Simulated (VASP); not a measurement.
Set up this calculation in VASP 6.6.1, as the native input.

| Quantity | Value |
| --- | --- |
| Task | single point |
| Functional | PBE |
| Potentials or basis | VASP PAW PBE potentials, release 64 (Pd) |
| Cutoff | 520 eV |
| k mesh | 6 × 6 × 4 |
| Occupations | gaussian, width 0.1 eV |
| Spin | no spin polarisation |
| Dipole correction | no |
| Further INCAR settings | ALGO = Fast; EDIFF = 1e-06; NBANDS = 28 |

The structure of Pd lies in POSCAR:

```
Pd
1.0
    1.9069525761     -4.6457111162      0.0000000000
    1.9069525761      4.6457111162      0.0000000000
    0.0000000000      0.0000000000      3.7719697191
Pd
4
Direct
    0.1387862042      0.8612137958      0.0000075349
    0.6387862042      0.3612137958      0.4999924651
    0.8612137958      0.1387862042      0.9999924651
    0.3612137958      0.6387862042      0.5000075349
```

The cell was built by a generator and needn't be a form met in nature.

One way to write it, as run:

INCAR

```
PREC = Accurate
ENCUT = 520
EDIFF = 1E-6
ISMEAR = 0
SIGMA = 0.1
LREAL = F
LASPH = T
NELM = 100
ALGO = Fast
ISIF = 2
LWAVE = F
LCHARG = F
GGA = PE
NBANDS = 28
```

KPOINTS

```
regular mesh
0
Gamma
  6 6 4
```

Potentials or basis: VASP PAW PBE potentials, release 64 (Pd).

Launch:

```sh
$ cat potpaw_PBE.64/Pd/POTCAR > POTCAR
$ mpirun -np 1 vasp_std > vasp.out
```

It gave:

```json
{
 "Pressure": "-0.3 GPa",
 "Largest force": "0.005 eV/Å",
 "Band gap on the k mesh": "none (metal or under the smearing width)"
}
```

Caveat: the k mesh is coarse (spacing up to 0.42 Å⁻¹), so the values aren't converged.

Run time: 29 s on 1 thread of Intel(R) Xeon(R) 6975P-C (Granite Rapids), with other jobs on the host, peak memory 0.22 GiB.
